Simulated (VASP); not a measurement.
A run of VASP 6.6.1 is set up as follows.

Contents of INCAR:

```
SYSTEM = GaN
  PREC = Accurate
  ENCUT = 520
  EDIFF = 1E-7
  ISMEAR = 0
  SIGMA = 0.016
  LREAL = .False.
  LASPH = .True.
  NELM = 80
  ALGO = Fast
  ISIF = 2
  LWAVE = .False.
  LCHARG = .False.
  GGA = PE
```

File KPOINTS:

```
regular mesh
0
Gamma
  10 10 5
  0 0 0
```

Contents of POSCAR:

```
GaN
1.0
    3.1800000000      0.0000000000      0.0000000000
   -1.5900000000      2.7539607840      0.0000000000
    0.0000000000      0.0000000000      5.1660000000
Ga N
2 2
Direct
    0.6666666667      0.3333333333      0.5000000000
    0.3333333333      0.6666666667      0.0000000000
    0.6666666667      0.3333333333      0.8750000000
    0.3333333333      0.6666666667      0.3750000000
```

Potentials or basis: VASP PAW PBE potentials, release 64 (Ga_d, N).

Run with:

```bash
$ cat potpaw_PBE.64/Ga_d/POTCAR potpaw_PBE.64/N/POTCAR > POTCAR
$ mpirun -np 1 vasp_std > vasp.out
```

Problem. What does it give for the pressure?

Solution. 7.5 GPa.

Problem. Predict the band gap on the k mesh.

Solution. 1.97 eV, direct.

Stress tensor (GPa, compression positive):
```
6.73 0.00 0.00
0.00 6.73 0.00
0.00 0.00 8.90
```

**What was measured.**

From “Studying electronic properties in GaN without electrical contacts using γ-γ vs e−-γ Perturbed Angular Correlations”, 2019, pmc:6823545, for a bulk crystal of GaN: band gap 3.503 ± 0.005 eV (direct).

A measured gap of GaN is 3.503 eV (direct; quoted in “Studying electronic properties in GaN without electrical contacts using γ-γ vs e−-γ Perturbed Angular Correlations”, 2019, pmc:6823545); the calculated 1.97 eV misses it by -1.53 eV. Spin-orbit coupling on Ga is left out. The value is that of PBE, without temperature or zero-point motion. Semilocal functionals fall short of measured gaps as a rule.
